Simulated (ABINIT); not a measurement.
Crystal: NaH.

```
Na H
1.0
     0.00000    2.44000    2.44000
     2.44000    0.00000    2.44000
     2.44000    2.44000    0.00000
Na H
1 1
Direct
  0.00000 0.00000 0.00000
  0.50000 0.50000 0.50000
```

Program: ABINIT 10.8.3 (patched build). Alike in all runs: task band structure; no spin polarisation; cell as given; k mesh 9 × 9 × 9; smearing fermi-dirac 0.05 eV.

Question: Order these runs on this cell by their band gap on the k mesh, lowest first.
A. level TB-mBJ; potentials or basis JTH PAW LDA v2.0; cutoff (eV) 1306; fine-grid cutoff 1959.22 eV
B. level r2SCAN; potentials or basis JTH PAW PBE v2.0; cutoff (eV) 1306; fine-grid cutoff 1959.22 eV
C. level PBEsol; potentials or basis PseudoDojo NC SR PBEsol v0.4.1 standard; cutoff (eV) 1197

Answer: C (3.83 eV), B (4.61 eV), A (6.74 eV).

Caveats: the mesh misses the band edges, which the band path finds closer together; the constant c of TB-mBJ comes from the pseudo density here, which moves gaps by up to 0.3 eV between sets of potentials (some runs).

Runs at the PBE level aren't shown here.
